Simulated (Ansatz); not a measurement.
**Ge — ⁷³Ge NMR of the central transition**

Cell: a COD entry, its atoms then relaxed with PBE in this cell.

```cif
data_Ge
_symmetry_space_group_name_H-M 'P4_32_12'
_symmetry_Int_Tables_number 96
_cell_length_a 5.9300
_cell_length_b 5.9300
_cell_length_c 6.9800
_cell_angle_alpha 90.000
_cell_angle_beta 90.000
_cell_angle_gamma 90.000
loop_
_atom_site_label
_atom_site_type_symbol
_atom_site_symmetry_multiplicity
_atom_site_Wyckoff_symbol
_atom_site_fract_x
_atom_site_fract_y
_atom_site_fract_z
Ge1 Ge 4 a 0.0899 0.0899 0.0000
Ge5 Ge 8 b 0.1723 0.3691 0.2595
```

One atom of each set is listed.

Computed with Ansatz: DFT, PBE, plane waves and PAW, scalar-relativistic, 420 eV cutoff, Γ-centred 8×8×7 k-points, Fermi–Dirac smearing 0.02 eV.

⁷³Ge has I = 9/2 and Q = -196.0 mb (Pyykkö 2018); at 9.4 T its Larmor frequency is ν₀ = 14.0 MHz. Only the quadrupole interaction is simulated: positions count from each site's isotropic chemical shift, and shift anisotropy, dipolar and J coupling are left out.

(1) Give C_Q, η, the quadrupolar product P_Q = |C_Q|(1 + η²/3)^½, the second-order isotropic shift and the breadth of the pattern (static powder) for each Ge site.

Results:

(1) 

```
site          first shell  C_Q (MHz)     η  P_Q (MHz)  δ_QIS (ppm)  breadth (kHz)
 Ge1  4 Ge at 2.49–2.50 Å      -20.9  0.80       23.0        -3745            389
 Ge5  4 Ge at 2.49–2.52 Å      -27.8  0.83       30.8        -6729            702
```

δ_QIS = −(ν_Q²/30ν₀²)[I(I+1) − 3/4](1 + η²/3) × 10⁶ ppm with ν_Q = 3|C_Q|/[2I(2I−1)]; it falls as 1/B₀² in ppm, and the breadth as 1/B₀ in kHz.
